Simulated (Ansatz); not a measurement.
# BAs: pressure against volume scale

All results are calculated (Ansatz 0.2.0). Periodic Kohn-Sham DFT of a crystal at fixed atoms, scaled to volume_scale times the given cell; pressure positive in compression, energy less spherical unpolarised free atoms, largest_vzz the field gradient of largest size among the nuclei.

The cell before it is scaled or strained (space group F-43m, No. 216):
```
BAs
1.0
      0.0000     2.3885     2.3885
      2.3885     0.0000     2.3885
      2.3885     2.3885     0.0000
B As
1 1
Direct
  0.00000 0.00000 0.00000
  0.75000 0.75000 0.75000
```

Settings of every row: method frozen-core PAW; functional PBE; relativity scalar; k mesh 15x15x15; filling fermi-dirac; smearing width 0.03 eV; wave cutoff 420 eV; paw set soft_2.

Atom start moment: 0 on all atoms.

| row | volume scale | V (Å³/atom) | pressure (GPa) |
| --- | --- | --- | --- |
| 1 | 0.94 | 12.809 | ? |
| 2 | 0.96 | 13.081 | 9.094 |
| 3 | 0.99 | 13.49 | 4.234 |
| 4 | 1 | 13.626 | 2.771 |
| 5 | 1.01 | 13.762 | 1.379 |
| 6 | 1.06 | 14.444 | -4.619 |

Question: what pressure should row 1 give?

Worked fit of pressure. Take u = (V_r/V)^(2/3) − 1 with V_r = 13.626 Å³ an atom, which is twice the finite (Eulerian) strain; such expansions in the strain, on which the Birch-Murnaghan equation of state is built, carry the rest volume and the bulk modulus. The shown rows have u = 0.02759, 0.00671, 0, -0.0066, -0.03812. Least squares give pressure = 2.7709 + 214.354 × u + 537.59 × u² GPa; a straight line predicts inner rows, each left out in turn, worse (root mean square 0.28 against 0.00074 GPa). The rows lie off it by 0.000, 0.001, 0.000, -0.001, 0.000. The pressure vanishes at u = -0.0134, or V = 13.9 Å³ an atom, and there the bulk modulus at fixed shape and fractions is B = −V dP/dV = (2/3)(1 + u) dP/du = 132 GPa. The withheld row has u = 0.04208, so the fit gives 2.7709 + 214.354 × (0.04208) + 537.59 × (0.04208)² = 12.743 GPa.

The calculation gave 12.766 GPa. The fit lies 0.023 GPa (0.13 % of the column's range) below it; its largest miss of a shown row is 0.001 GPa. This row lies beyond the range of the fit.
